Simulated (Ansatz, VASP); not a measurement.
# Mo: VASP beside Ansatz

The input INCAR:

```
ALGO = Fast ; EDIFF = 1E-6
ENCUT = 520 ; GGA = PE
ISIF = 2 ; ISMEAR = 0
LASPH = True ; LCHARG = False
LREAL = False ; LWAVE = False
NBANDS = 13 ; NELM = 80
PREC = Accurate ; SIGMA = 0.15
```

KPOINTS

```
k-points
0
Gamma
  22 22 22
```

The input POSCAR:

```
Mo
1.0
    0.0000000000      2.1322523439      1.9738259948
    2.1322523439      0.0000000000      1.9738259948
    2.1322523439      2.1322523439      0.0000000000
Mo
1
Direct
    0.0000000000      0.0000000000      0.0000000000
```

Input for Ansatz:

```yaml
crystal:
  lattice:
    - [0.0, 2.1322523439, 1.9738259948]
    - [2.1322523439, 0.0, 1.9738259948]
    - [2.1322523439, 2.1322523439, 0.0]
  atoms:
    - { symbol: Mo, position: [0.0, 0.0, 0.0] }
basis:
  ecutwfc: 420
kpoints:
  mp_grid: { grid: [22, 22, 22] }
hamiltonian:
  xc: pbe
scf:
  occupations: { method: gaussian, width: 0.15 }
output:
  forces: true
  stress: true
  eigenvalues: true
```

Alike in both runs: task single point; functional PBE; k mesh 22 × 22 × 22; occupations gaussian, width 0.15 eV; no spin polarisation.

|  | VASP | Ansatz |
| --- | --- | --- |
| version | VASP 6.6.1 | Ansatz 0.2.0 |
| potentials or method | VASP PAW PBE potentials, release 64 (Mo_sv) | scalar-relativistic, plane waves, PAW |
| plane-wave cutoff (eV) | 520 | 420 |
| valence electrons in the cell | 14 | 14 |

|  | VASP | Ansatz | Ansatz less VASP |
| --- | --- | --- | --- |
| gap on the k mesh at the Fermi level (eV) | none | none | - |
| pressure (GPa) | -21.1 | -21.5 | -0.33 |
| largest component of the traceless stress (GPa) | 8.90 | 8.91 | +0.007 |

A gap of «none» marks a metal or a gap that the smearing closes.

Caveats: so large a pressure means that the cell lies far from this level's equilibrium, or that cutoff or potentials fall short (VASP).
